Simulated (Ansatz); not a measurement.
The system is ZrC.

```xyz
2
Lattice="0.0000 2.3650 2.3650 2.3650 0.0000 2.3650 2.3650 2.3650 0.0000" Properties=species:S:1:pos:R:3 pbc="T T T"
Zr    2.3650    2.3650    2.3650
C     0.0000    0.0000    0.0000
```

| Quantity | Value |
| --- | --- |
| Program | Ansatz 0.2.0 |
| Task | relaxation of cell and atoms |
| Functional | PBE |
| Dispersion | D3(BJ) |
| Potentials or basis | all-electron LAPW, scalar-relativistic |
| Basis error allowed | 0.001 eV/atom |
| k mesh | 10 × 10 × 10 |
| Occupations | fermi-dirac, width 0.05 eV |
| Spin | no spin polarisation |

At the start: volume 13.23 Å³/atom.

Task: Where does the relaxation end?

Result: Over 5 steps the energy falls by 11.8 meV/atom and the volume is 12.76 Å³/atom (-3.6 %); space group Fm-3m (No. 225, to 0.05 Å).

The path:
| step | energy change (eV) | largest force (eV/Å) | volume (Å³) |
| --- | --- | --- | --- |
| 1 | 0.0000 | 0.0000 | 26.46 |
| 2 | -0.0016 | 0.0000 | 24.66 |
| 3 | -0.0236 | 0.0000 | 25.56 |
| 4 | -0.0236 | 0.0000 | 25.52 |
| 5 | -0.0236 | 0.0000 | 25.52 |

Final structure:
```cif
data_structure
_symmetry_space_group_name_H-M 'P 1'
_symmetry_Int_Tables_number 1
_cell_length_a 3.3045
_cell_length_b 3.3045
_cell_length_c 3.3045
_cell_angle_alpha 60.000
_cell_angle_beta 60.000
_cell_angle_gamma 60.000
_cell_volume 25.52
loop_
_atom_site_label
_atom_site_type_symbol
_atom_site_fract_x
_atom_site_fract_y
_atom_site_fract_z
_atom_site_occupancy
Zr1 Zr 0.50000 0.50000 0.50000 1
C1 C 0.00000 0.00000 0.00000 1
```
